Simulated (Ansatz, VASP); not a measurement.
**C in VASP and in Ansatz**

The input INCAR:

```
SYSTEM = C
ALGO = Normal
EDIFF = 1E-7
ENCUT = 520
GGA = PE
ISIF = 2
ISMEAR = 0
LASPH = .TRUE.
LCHARG = .TRUE.
LELF = .TRUE.
LREAL = .FALSE.
LVHAR = .TRUE.
LWAVE = .FALSE.
NBANDS = 11
NELM = 100
PREC = Accurate
SIGMA = 0.05
```

KPOINTS

```
k-points
0
G
  12 12 12
  0 0 0
```

File POSCAR:

```
C
1.0
    0.0000000000      1.7857375322      1.8750244088
    1.7857375322      0.0000000000      1.8750244088
    1.7857375322      1.7857375322      0.0000000000
C
2
Direct
    0.5000000000      0.5000000000      0.5000000000
    0.7500000000      0.7500000000      0.7500000000
```

Input for Ansatz:

```yaml
crystal:
  lattice:
    - [0.0, 1.7857375322, 1.8750244088]
    - [1.7857375322, 0.0, 1.8750244088]
    - [1.7857375322, 1.7857375322, 0.0]
  atoms:
    - { symbol: C, position: [0.5, 0.5, 0.5] }
    - { symbol: C, position: [0.75, 0.75, 0.75] }
basis:
  ecutwfc: 420
kpoints:
  mp_grid: { grid: [12, 12, 12] }
hamiltonian:
  xc: pbe
scf:
  occupations: { method: gaussian, width: 0.05 }
output:
  forces: true
  stress: true
  eigenvalues: true
```

Change from the starting cell: strain +0.000 along x and y, +0.050 along z, atoms carried along.

Alike in both runs: task single point; functional PBE; k mesh 12 × 12 × 12; occupations gaussian, width 0.05 eV; no spin polarisation.

```csv
,VASP,Ansatz
version,VASP 6.6.1,Ansatz 0.2.0
potentials or method,"VASP PAW PBE potentials, release 64 (C)","scalar-relativistic, plane waves, PAW"
plane-wave cutoff (eV),520,420
valence electrons in the cell,8,8
```

|  | VASP | Ansatz | Ansatz less VASP |
| --- | --- | --- | --- |
| gap on the k mesh at the Fermi level (eV) | 3.44 | 3.45 | +0.008 |
| least direct gap on the mesh (eV) | 5.02 | 5.03 | +0.004 |
| pressure (GPa) | -18.7 | -19.2 | -0.47 |
| largest component of the traceless stress (GPa) | 29.94 | 29.94 | -0.002 |

With one functional, cell and mesh, what is left measures potentials, basis and numerics.

Caveats: so large a pressure means that the cell lies far from this level's equilibrium, or that cutoff or potentials fall short (VASP).
